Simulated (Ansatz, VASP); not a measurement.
**Two plane-wave programs on MgO**

POSCAR

```
MgO
1.0
    0.0000000000      2.2820056624      2.3851523183
    2.2820056624      0.0000000000      2.3851523183
    2.2820056624      2.2820056624      0.0000000000
Mg O
1 1
Direct
    0.0000000000      0.0000000000      0.0000000000
    0.2500000000      0.2500000000      0.2500000000
```

The input INCAR.step1:

```
SYSTEM = MgO
PREC = Accurate
ENCUT = 520
ISMEAR = 0
SIGMA = 0.01
LREAL = .FALSE.
LASPH = .TRUE.
NELM = 80
NBANDS = 11
GGA = PE
ALGO = Normal
EDIFF = 1E-4
LWAVE = .TRUE.
LCHARG = .FALSE.
```

File INCAR.step2:

```
SYSTEM = MgO
PREC = Accurate
ENCUT = 520
EDIFF = 1E-7
ISMEAR = 0
SIGMA = 0.01
LREAL = .FALSE.
LASPH = .TRUE.
NELM = 80
ALGO = Normal
ISIF = 2
LWAVE = .FALSE.
LCHARG = .FALSE.
METAGGA = R2SCAN
LMIXTAU = .TRUE.
NBANDS = 11
ISTART = 1
```

File KPOINTS:

```
Automatic mesh
0
G
  10 10 10
  0 0 0
```

Input for Ansatz:

```yaml
crystal:
  lattice:
    - [0.0, 2.2820056624, 2.3851523183]
    - [2.2820056624, 0.0, 2.3851523183]
    - [2.2820056624, 2.2820056624, 0.0]
  atoms:
    - { symbol: Mg, position: [0.0, 0.0, 0.0] }
    - { symbol: O, position: [0.25, 0.25, 0.25] }
kpoints:
  mp_grid: { grid: [10, 10, 10] }
  band_path:
    path:
      - [0.0, 0.0, 0.0]
      - [-0.5, -0.5, 0.0]
      - [-0.375, -0.375, 0.25]
      - [-0.375, 0.0, 0.375]
      - [0.0, 0.0, 0.5]
      - [-0.5, -0.25, 0.25]
    npoints: 1
hamiltonian:
  xc: r2scan
scf:
  occupations: { method: fixed }
  n_extra_bands: 4
output:
  forces: true
  stress: true
  eigenvalues: true
```

Change from the starting cell: uniaxial_z strain +4.5%.

Alike in both runs: task single point; functional r2SCAN; k mesh 10 × 10 × 10; no spin polarisation.

```csv
,VASP,Ansatz
version,VASP 6.6.1,Ansatz 0.2.0
potentials or method,"VASP PAW PBE potentials, release 64 (Mg, O)","plane waves, PAW"
plane-wave cutoff (eV),520,500
occupations,"gaussian, width 0.01 eV",fixed
valence electrons in the cell,8,16
```

```csv
,VASP,Ansatz,Ansatz less VASP
gap on the k mesh at the Fermi level (eV),4.01,4.03,+0.014
pressure (GPa),-5.8,-5.2,+0.60
largest component of the traceless stress (GPa),1.78,1.75,-0.030
```

The two sets of potentials don't hold the same shells in valence.

Caveats: the PAW data sets were made with another functional, which shifts forces and pressure a little (VASP).
